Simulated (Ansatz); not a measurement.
# CuO (Tenorite) (Cc) in Ansatz: a series of runs

Runs on CuO (Tenorite). Level: PBEsol. Tasks: density of states, phonons.

All numbers are computed with Ansatz 0.2.0; they aren't measurements. Logs are shortened: lines on timing, memory, paths and dates and some standing lists are left out, and cuts for length are marked.

## 1. Starting point

The structure is monoclinic, space group Cc (No. 9). Conventional cell: a = 4.689 Å, b = 3.427 Å, c = 5.132 Å, α = 90.00°, β = 99.65°, γ = 90.00°. Cu (site symmetry 1) has 4 O at 1.91 to 2.02 Å as nearest neighbours. Around O (site symmetry 1) lie 4 Cu at 1.91 to 2.02 Å.

## 2. Density of states, PBEsol

The input, input.yaml:

```yaml
crystal:
  lattice:
    - [2.34465, -1.7134, 0.0]
    - [2.34465, 1.7134, 0.0]
    - [-0.8605543552, 0.0, 5.0594363927]
  atoms:
    - { symbol: Cu, position: [0.4968, 0.0032, 0.5] }
    - { symbol: Cu, position: [0.0032, 0.4968, 0.0] }
    - { symbol: O, position: [0.4056, 0.5714, 0.7537] }
    - { symbol: O, position: [0.5714, 0.4056, 0.2537] }
kpoints:
  mp_grid: { grid: [10, 10, 5] }
scf:
  occupations: { method: fermi_dirac, width: 0.05 }
hamiltonian:
  xc: pbesol
  pseudopotentials: { kind: all_electron, datasets: crystal }
output:
  forces: true
  stress: true
  eigenvalues: true
  dos: { projected: false, de: 0.2, e_range: [-10, 8] }
  elf: true
  volumetric_format: npy
```

Potentials or basis: all-electron PAW datasets made for the crystal.

Command:

```console
ansatz run input.yaml --threads 2 --pin off --max-ram 8192MiB --backend cpu --events-out ev --progress --plain --runs-dir out
```

The log of the run:

```text
Warning: RAYON_NUM_THREADS=2 ignored (pool sized by the plan → 2); use --threads N
hamiltonian.pseudopotentials.datasets: crystal makes datasets for this crystal and solves the spheres of its atoms anew in each pass: cutoff 520.0 eV, the density's 2080.0 eV; for an error of 0.50 meV an atom under PBE, 2.0 meV for the cell; an energy difference from a run of another recipe may be off by several times the error for the cell, under r2SCAN by more, where some 0.1 meV an atom stays at smaller errors; O in spheres of 0.873 Å, 6 of its electrons in bands; Cu in spheres of 1.032 Å, 11 of its electrons in bands, 8 on its site; only band paths and densities of states list, in semicore columns, the levels of the semicore shells that are solved separately: 3s of Cu, 3p of Cu
Engine: ansatz 0.2.0, x86_64-unknown-linux-gnu
Pseudopotentials: kind: all_electron
Pseudopotential: Cu, paw, valence charge 19, recommended cutoff 520 eV (normal), crystal/all_electron/pbesol/scalar/gaussian/Cu, Koelling and Harmon's equation, gaussian nucleus
Pseudopotential: O, paw, valence charge 6, recommended cutoff 520 eV (normal), crystal/all_electron/pbesol/scalar/gaussian/O, Koelling and Harmon's equation, gaussian nucleus
Functional definition: PBEsol
  exchange = pbesol_x
  correlation = pbesol_c
Crystal: 4 atoms, lattice volume = 40.651 Å³
Basis set: ecut = 520 eV, 1129 PW (Γ), exchange–correlation on 48×48×80 points (8 copies of the dense FFT grid, shifted against one another)
Bands: 21, of which v1, the nominal top of the filled ones, is band 17 counted from 1 (16 counted from 0)
Symmetry: 2 space group operations
Space group: Cc (ITA 9), of the structure as read, at distance tolerance 3.4e-5 Å
k-points: 141 of 500 (time reversal used)
Non-local potential: Cu, projectors of the file, l = 0: 1, l = 1: 1, l = 2: 2
Non-local potential: O, projectors of the file, l = 0: 1, l = 1: 2
PAW form: soft (Blöchl's): semilocal exchange-correlation on the pseudo side does not see the compensation charge
PAW one-centre angular grid: Cu, 590 points (default); XC on its mesh's 1831 points in the sphere
PAW one-centre angular grid: O, 110 points (default); XC on its mesh's 1899 points in the sphere
Initial density: superposition of atomic densities (neutral atoms: chi_scale 0, normalization atom)
Initial wavefunctions: pseudopotential atomic-orbital guess
Functional: x = pbesol(κ = 0.804, μ = 0.12345679012345678), c = pbesol(β = 0.046)
iter 1 solved again at ethr=8.32e-2 eV; its pass at ethr=1.00e-1 eV (dr2=2.83e1 eV) is discarded
SCF iter   1: F=—  HF=-94082.382299 eV  |F-HF|=—  |Δ(HF+E_count)|=         —  Δρ=2.80e-1  dr2=2.88e1  ethr=8.32e-2  ⟨swp⟩=2.0  Hψ=15030  notcnv=0
preconditioner: auto → Kerker (q_TF=auto, 2.648 Å⁻¹)  [metal: Δε(μ)=0.006 eV  Ē_g=9.864 eV  σ=0.050 eV  W_gap=0.03  n_scr=12 (ndim 8)  ℏωp=34.0 eV  f_vac=0.000  D(μ)=4.04/eV (n_scr^D=48)]
SCF iter   2: F=—  HF=-94078.451577 eV  |F-HF|=—  |Δ(HF+E_count)|=    3.93e0  Δρ=1.39e-1  dr2=3.74e0  ethr=8.32e-2  ⟨swp⟩=3.1  Hψ=7769  notcnv=0  defer=4
SCF iter   3: F=—  HF=-94076.770172 eV  |F-HF|=—  |Δ(HF+E_count)|=    1.68e0  Δρ=4.65e-2  dr2=9.06e-1  ethr=1.10e-2  ⟨swp⟩=3.0  Hψ=7580  notcnv=0  defer=1
SCF iter   4: F=—  HF=-94076.545145 eV  |F-HF|=—  |Δ(HF+E_count)|=   2.25e-1  Δρ=2.43e-2  dr2=9.77e-2  ethr=2.67e-3  ⟨swp⟩=2.7  Hψ=6054  notcnv=0  defer=7
SCF iter   5: F=—  HF=-94076.536359 eV  |F-HF|=—  |Δ(HF+E_count)|=   8.79e-3  Δρ=1.25e-2  dr2=3.07e-2  ethr=2.87e-4  ⟨swp⟩=2.4  Hψ=7386  notcnv=0  defer=33
iter 6 solved again at ethr=3.44e-6 eV; its pass at ethr=9.03e-5 eV (dr2=1.17e-3 eV) is discarded
SCF iter   6: F=—  HF=-94076.534835 eV  |F-HF|=—  |Δ(HF+E_count)|=   1.52e-3  Δρ=2.07e-3  dr2=1.19e-3  ethr=3.44e-6  ⟨swp⟩=2.3  Hψ=12893  notcnv=0  defer=17
SCF iter   7: F=—  HF=-94076.534646 eV  |F-HF|=—  |Δ(HF+E_count)|=   1.89e-4  Δρ=5.76e-4  dr2=1.69e-4  ethr=3.44e-6  ⟨swp⟩=2.2  Hψ=5505  notcnv=0  defer=8
SCF iter   8: F=—  HF=-94076.534671 eV  |F-HF|=—  |Δ(HF+E_count)|=   2.53e-5  Δρ=4.40e-4  dr2=5.80e-5  ethr=4.96e-7  ⟨swp⟩=2.5  Hψ=5542  notcnv=0  defer=8
SCF iter   9: F=—  HF=-94076.534664 eV  |F-HF|=—  |Δ(HF+E_count)|=   7.31e-6  Δρ=4.40e-5  dr2=8.10e-7  ethr=1.70e-7  ⟨swp⟩=3.1  Hψ=6141  notcnv=0  defer=4
SCF iter  10: F=—  HF=-94076.534664 eV  |F-HF|=—  |Δ(HF+E_count)|=   1.61e-7  Δρ=3.81e-5  dr2=5.11e-7  ethr=2.38e-9  ⟨swp⟩=3.0  Hψ=6794  notcnv=0  defer=4
SCF iter  11: F=-94076.534664 eV  HF=-94076.534664 eV  |F-HF|=4.79e-9  |Δ(HF+E_count)|=   6.28e-8  Δρ=5.35e-6  dr2=1.20e-8  ethr=1.50e-9  ⟨swp⟩=2.0  Hψ=5479  notcnv=0  defer=2
SCF 1 converged in 11 iterations: F = -94076.534667 eV  dr2 = 1.20e-8
  Residual-converged pass: ⟨swp⟩=3.6  Hψ=7933  notcnv=0  max |occ|·‖R‖ = 6.6e-6 eV (tolerance 6.7e-6 eV)  dr2=1.04e-8  dr2_onsite=3.60e-9  max |Δocc| = 2.7e-10
SCF converged after 11 iterations
Free energy (F): -94076.534667 eV
Harris-Foulkes:  -94076.534667 eV  (|F-HF|=4.79e-9)
Internal energy: -94076.515538 eV  (E = F + TS)
E sigma→0 (E₀):  -94076.525103 eV
Entropy (-TS):   -0.019129 eV (-4.782 meV/atom)
Past the cutoff: the bands carry plane waves up to 1.75 times it, of which those up to 1.5 times it add -0.000144 eV an atom, each by itself; the spheres take 0.000121 eV an atom off the energy for waves past 1.75 times it
By the cutoff:   a pressure is off by up to 0.007 GPa (1.2 times the spheres' own share and the shells' term, over an atom's volume, and 0.004 GPa: a bound that held against runs at twice the plane waves)
Past the cutoffs: a stress includes 0.0033 GPa for waves and charges beyond them, in addition to the slope of what the spheres take
In the spheres:  the bands' charges fall short by 2.4e-6 e at most (sound up to 1e-3), those of shells solved beside the bands by 1.5e-7 e (sound up to 5e-4)
Fermi energy:    11.969337 eV
--- Per-component energies (eV) ---
  E_band       = 230.454637
  E_kinetic    = 709.680926
  E_local      = -7715.355025  (includes V_loc(G=0)·N_el)
  E_nonlocal   = 349.083261
  E_hartree    = 3706.937607
  E_xc         = -276.584393
  E_vxc        = -332.893205  (∫ρ·V_xc dr)
  E_paw        = -97023.654859  (= ΣΔE_a)
  E_vpaw       = -13124.143534  (= ΣTr[D̂ρ^β])
  E_ewald      = -6756.837377
  E_smearing   = -0.019129  (= −TS)
  E_closure    = 12930.214323  (closes the sum)
  Σ components = -94076.534667   (vs F -94076.534667, Δ=0.00e0)
  The terms above E_closure are by the made datasets' own strengths, without shells solved beside the bands.
--- Forces (eV/Å), atoms counted from 1 ---
  atom   1  Cu    -0.59907673    -0.32072487     0.22848273
  atom   2  Cu    -0.59907673     0.32072487     0.22848273
  atom   3  O      0.59906897    -0.40191945    -0.22847905
  atom   4  O      0.59906897     0.40191945    -0.22847905
  max |Σ_I F_I| component: 1.55e-5 eV/Å
--- Stress (GPa, compression-positive) ---
       -3.211790       0.000000      -1.101154
        0.000000      -0.517505       0.000000
       -1.101154       0.000000      -4.463536
  P = ⅓ Tr σ = -2.7309 GPa (-27.309 kbar)
  It holds what live shells' own plane waves past their cutoff add
--- Band table (eV; the first three rows and the last of 141) ---
  k-point 0: bands = ["-7.9187", "-6.5667", "3.7299", "6.3811", "6.7465", "8.5678", "8.6469", "8.7223", "8.9049", "9.2006", "9.2798", "9.4527", "9.6547", "9.7674", "9.8455", "10.3457", "12.1883", "12.8937", "13.5806"]
  k-point 1: bands = ["-7.8099", "-6.7225", "4.1094", "6.4657", "6.7659", "7.9373", "8.3314", "8.4001", "8.9833", "9.1487", "9.4535", "9.5173", "9.7138", "9.8997", "10.1366", "10.2434", "12.1560", "12.7451", "14.1173"]
  k-point 2: bands = ["-7.5088", "-7.0972", "5.1269", "6.4345", "6.6853", "6.9491", "7.9199", "7.9645", "9.1533", "9.2394", "9.5541", "9.5912", "9.6760", "9.8774", "10.3831", "10.5016", "12.1229", "12.3872", "15.2195"]
  k-point 140: bands = ["-6.4967", "-6.3865", "5.0617", "5.5641", "6.2651", "6.3378", "6.7600", "7.1513", "9.1254", "9.4197", "9.7376", "9.7597", "10.2427", "10.2527", "10.6415", "10.7337", "11.2841", "11.9284", "16.4791"]
```

Wall time 31 s (2 threads of AMD EPYC 7R43 (Zen 3), shared host); peak memory 1.3 GiB.

What came out:

```
Free energy            : -94076.5347 eV
Pressure               : -2.7 GPa
Largest force          : 0.757 eV/Å
Band gap on the k mesh : none (metal or under the smearing width)
```

Forces in eV/Å, atoms in the order of the input:
```
Cu  -0.599 -0.321  0.228
Cu  -0.599  0.321  0.228
O    0.599 -0.402 -0.228
O    0.599  0.402 -0.228
```

States per cell in windows of 1 eV (zero at the Fermi level; states under -8 eV left out):
```csv
from (eV),total
-8.0,1.17
-7.0,2.62
-6.0,4.49
-5.0,2.85
-4.0,1.03
-3.0,9.57
-2.0,6.32
-1.0,1.92
0.0,2.01
1.0,0.01
2.0,0.10
3.0,0.30
4.0,0.97
5.0,1.44
6.0,1.19
7.0,0.30
```

Caveat: the program warned that the printed levels may be off, so bands, gaps and densities of states are rough; the run has no spin polarisation, though such a crystal can be magnetic; semilocal functionals often make such compounds metallic where correlation or magnetic order opens a gap, which also shifts bond lengths. With open d or f shells a metallic result of PBEsol can be an artefact of self-interaction; +U or a hybrid may open a gap.

(Part 1 of 2 ends here.)
